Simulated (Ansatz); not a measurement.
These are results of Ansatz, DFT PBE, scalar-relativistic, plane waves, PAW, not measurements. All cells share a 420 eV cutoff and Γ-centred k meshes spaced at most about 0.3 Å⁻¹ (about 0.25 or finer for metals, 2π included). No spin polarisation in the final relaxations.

All energies are static (0 K, no zero-point motion).

Compare these two cells of Al4P, each relaxed at this level.

A.

```xyz
5
Lattice="-2.8942 2.8942 2.8942 2.8942 -2.8942 2.8942 2.8942 2.8942 -2.8942" Properties=species:S:1:pos:R:3 pbc="T T T"
Al    1.4471   -1.4471    1.4471
Al    1.4471    1.4471    1.4471
Al    1.4471    1.4471   -1.4471
Al   -1.4471    1.4471    1.4471
P     0.0000    0.0000    0.0000
```

B.

```xyz
5
Lattice="-1.7918 1.7918 7.0420 1.7918 -1.7918 7.0420 1.7918 1.7918 -7.0420" Properties=species:S:1:pos:R:3 pbc="T T T"
Al    0.0000    1.7918    3.5210
Al    0.0000    0.0000    8.3449
Al    0.0000    0.0000    5.7391
Al    1.7918    0.0000    3.5210
P     0.0000    0.0000    0.0000
```

Question: Which would you expect to be lower, and how large is the difference?

Answer: B is lower, by 8 meV/atom. A has space group Im-3m (No. 229), 19.4 Å³/atom and no gap on its mesh; B has space group I4/mmm (No. 139), 18.1 Å³/atom and no gap. Counting Al atoms around P (those within 1.25 times the shortest such distance or 1.15 times the sum of covalent radii; the shortest distance is added where it is long for a bond), A has P 8 and B has P 8 from 2.8 Å. The denser one is the lower, and pressure would at first widen the difference. Even the lower one lies +0.28 eV/atom against the reference forms of the elements (uncorrected), so neither is stable at this level. Both come from invented guesses. A third cell relaxed alike, in I4/mmm, lies 111 meV/atom below the lower of the two.

The k mesh leaves some 4 meV/atom of noise in the energy of each metallic cell. A magnetic state wasn't ruled out in cells without spin, among them Im-3m, I4/mmm. Cells relaxed within their symmetry can be saddle points.

The two cells are best read as nearly degenerate, since the gap of 8 meV/atom is too small to make the order firm. The similar energies hide different bonding. In both, P has eight Al neighbours, at the corners of a cube in A and of a flattened square prism in B, but B has longer Al-P contacts, at 2.8 Å well beyond a normal bond, and Al-Al contacts shorter than in aluminium metal. B therefore probably recovers through its Al framework what it loses in Al-P bonding, and its higher density reflects that packing rather than stronger bonds to phosphorus.

The metallic character follows from composition: aluminium supplies far more electrons than phosphide formation can take up, and the rest fill delocalised Al-Al states. The positive energy against the elements doesn't mean that Al and P bind poorly, as tetrahedral AlP is a stable semiconductor. It suggests that eightfold sites suit phosphorus badly, because they spread its directional sp bonding over too many long contacts. Even the third cell remains above the elements, so none of the three supports a stable Al4P compound.
